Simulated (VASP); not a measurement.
Input of a VASP 6.6.1 run:

POSCAR

```
Si
1.0
    0.0577217258      2.7663982742      2.6762435158
    2.7663982742      0.0577217258      2.6762435158
    2.8241200000      2.8241200000      0.0000000000
Si
2
Direct
    0.0027697000      0.0027697000      0.9972300000
    0.2472300000      0.2472300000      0.2527700000
```

Contents of INCAR.step1:

```
SYSTEM = Si
PREC = Accurate ; ENCUT = 600
EDIFF = 1E-8 ; ISMEAR = 0
SIGMA = 0.01 ; LREAL = .False.
LASPH = .True. ; NELM = 60
ALGO = Normal ; ISIF = 3
LWAVE = .False. ; LCHARG = .False.
GGA = PE ; IBRION = 2
NSW = 40 ; EDIFFG = -0.002
```

File INCAR.step2:

```
SYSTEM = Si
PREC = Accurate ; ENCUT = 600
EDIFF = 1E-8 ; ISMEAR = 0
SIGMA = 0.01 ; LREAL = .False.
LASPH = .True. ; NELM = 60
ALGO = Normal ; ISIF = 2
LWAVE = .False. ; LCHARG = .False.
GGA = PE ; IBRION = 8
NSW = 1
```

File KPOINTS:

```
regular mesh
0
Gamma
  10 10 10
  0 0 0
```

Potentials or basis: VASP PAW PBE potentials, release 64 (Si).

The run is started by

```console
$ cat potpaw_PBE.64/Si/POTCAR > POTCAR
$ cp INCAR.step1 INCAR
$ mpirun -np 1 vasp_std > vasp.out
$ cp CONTCAR POSCAR
$ cp INCAR.step2 INCAR
$ mpirun -np 1 vasp_std > vasp.out
```

Question: What does it give for the highest phonon frequency at Γ?

Answer: 503 cm⁻¹.

Question: Predict the relaxed volume.

Answer: 20.44 Å³/atom.

Question: Estimate the space group after relaxing (to 0.05 Å).

Answer: Fd-3m (No. 227).

The path:
| step | energy change (eV) | largest force (eV/Å) | pressure (GPa) | volume (Å³) |
| --- | --- | --- | --- | --- |
| 1 | 0.0000 | 0.0001 | -0.15 | 40.94 |
| 2 | -0.0179 | 0.3502 | 0.17 | 40.81 |
| 3 | -0.0180 | 0.3314 | 0.15 | 40.82 |
| 4 | -0.0246 | 0.0094 | 0.01 | 40.88 |
| 5 | -0.0246 | 0.0032 | 0.01 | 40.88 |
| 6 | -0.0246 | 0.0051 | 0.00 | 40.89 |
| 7 | -0.0246 | 0.0055 | -0.01 | 40.89 |
| 8 | -0.0246 | 0.0041 | 0.00 | 40.89 |
| 9 | -0.0246 | 0.0020 | 0.00 | 40.89 |
